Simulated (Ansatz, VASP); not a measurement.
**Two plane-wave programs on Li2H**

```
CELL_PARAMETERS angstrom
-1.90939 1.90939 2.96757
1.90939 -1.90939 2.96757
1.90939 1.90939 -2.96757
ATOMIC_POSITIONS crystal
Li 0.71546 0.71546 0.00000
Li 0.28454 0.28454 0.00000
H 0.00000 0.00000 0.00000
```

Alike in both runs: functional PBE; k mesh 8 × 8 × 8; occupations gaussian, width 0.1 eV; no spin polarisation.

Ansatz relaxed the structure, and its values are those at the end. VASP's run is a single point on that final structure, the one shown.

```csv
,VASP,Ansatz
version,VASP 6.6.1,Ansatz 0.2.0
potentials or method,"VASP PAW PBE potentials, release 64 (Li_sv, H)","scalar-relativistic, plane waves, PAW"
plane-wave cutoff (eV),520,420
valence electrons in the cell,7,7
```

Ansatz gave:

* gap on the k mesh at the Fermi level (eV): none
* rms of the force components (eV/Å): 0.007

Question: Which values does VASP return?

Answer: gap on the k mesh at the Fermi level (eV): none; rms of the force components (eV/Å): 0.010.

A gap of «none» marks a metal or a gap that the smearing closes.
